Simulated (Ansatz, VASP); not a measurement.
## Two plane-wave programs on Au

```xyz
1
Lattice="0.0000 2.0350 2.0350 2.0350 0.0000 2.0350 2.0350 2.0350 0.0000" Properties=species:S:1:pos:R:3 pbc="T T T"
Au    0.0000    0.0000    0.0000
```

Alike in both runs: task relaxation of cell and atoms; functional PBE; k mesh 8 × 8 × 8; occupations gaussian, width 0.1 eV; no spin polarisation.

|  | VASP | Ansatz |
| --- | --- | --- |
| version | VASP 6.6.1 | Ansatz 0.2.0 |
| potentials or method | VASP PAW PBE potentials, release 64 (Au) | scalar-relativistic, plane waves, PAW |
| plane-wave cutoff (eV) | 600 | 420 |
| valence electrons in the cell | 11 | 19 |

|  | VASP | Ansatz | Ansatz less VASP |
| --- | --- | --- | --- |
| gap on the k mesh at the Fermi level, each at its own relaxed structure (eV) | none | none | - |
| relaxed volume (Å³/atom) | 18.07 | 18.08 | +0.006 |
| relaxed cell length with the largest relative difference (Å) | 2.946 | 2.946 | +0.0003 |
| energy change over the relaxation (meV/atom) | -40 | -41 | -1.7 |

A gap of «none» marks a metal or a gap that the smearing closes. The two sets of potentials don't hold the same shells in valence.

 The runs have no spin-orbit coupling, so splittings on Au are missing. Zero-point motion and thermal expansion aren't in these numbers.
